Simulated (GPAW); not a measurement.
InAs: band structure with revTPSS

**The experiment to reproduce.**

From a printed reference work, data compilation, for a bulk crystal of InAs at 4.2 K: band gap 0.418 eV (direct).

Crystal: InAs.

```xyz
2
Lattice="0.0000 3.0180 3.0180 3.0180 0.0000 3.0180 3.0180 3.0180 0.0000" Properties=species:S:1:pos:R:3 pbc="T T T"
In    0.0000    0.0000    0.0000
As    1.5090    1.5090    1.5090
```

- Program: GPAW 26.7.0
- Task: band structure
- Functional: revTPSS
- Potentials or basis: GPAW PAW data sets (gpaw-data 1.2.1)
- Cutoff: 600 eV
- Basis: pw
- k mesh: 6 × 6 × 6
- Occupations: fermi-dirac, width 0.05 eV
- Spin: spin-orbit coupling, no magnetisation
- Eigensolver: davidson
- Maxiter: 150
- Band path: GXWKGLUWLK,UX
- Band points: 100
- spin axis theta (degrees): 54.7
- spin axis phi (degrees): 45
- Soc after scf: second variation without the xc potential

The pressure is 2.1 GPa and the band gap along the path is none (metal or under the smearing width).

Levels at the corners of the path, in eV from the Fermi level:
| point | band 16 | band 17 | band 18 | band 19 | band 20 | band 21 |
| --- | --- | --- | --- | --- | --- | --- |
| Γ | -0.13 | -0.01 | -0.01 | -0.01 | -0.01 | 3.54 |
| X | -2.52 | -2.52 | -2.52 | 1.37 | 1.37 | 1.98 |
| W | -3.16 | -3.13 | -3.03 | 4.08 | 4.14 | 4.23 |
| K | -3.50 | -2.13 | -2.13 | 1.99 | 2.00 | 4.19 |
| Γ | -0.13 | -0.01 | -0.01 | -0.01 | -0.01 | 3.54 |
| L | -1.27 | -1.01 | -1.01 | 0.95 | 0.95 | 4.53 |
| U | -3.50 | -2.13 | -2.13 | 1.99 | 2.00 | 4.19 |
| W | -3.16 | -3.13 | -3.03 | 4.08 | 4.14 | 4.23 |
| L | -1.27 | -1.01 | -1.01 | 0.95 | 0.95 | 4.53 |
| K | -3.50 | -2.13 | -2.13 | 1.99 | 2.00 | 4.19 |
| U | -3.50 | -2.13 | -2.13 | 1.99 | 2.00 | 4.19 |
| X | -2.52 | -2.52 | -2.52 | 1.37 | 1.37 | 1.98 |

Run time: 2.5 min on 1 thread of Arm Neoverse V2 (shared host), peak memory 0.45 GiB.

Measured gap of InAs: 0.418 eV (direct; 4.2 K; a printed reference work, data compilation). This calculation gives 0.00 eV (-0.42 eV). The value is that of revTPSS, without temperature or zero-point motion.

Caveat: spin-orbit coupling was added after a scalar SCF, so levels and gaps hold it while energy, forces, pressure and moments don't; this program's spin-orbit splittings come out too wide for heavy elements; the PAW data sets were made with another functional, which shifts forces and pressure a little; this crystal is a semiconductor, whose small gap the functional closes, so the metal is an error of the method.
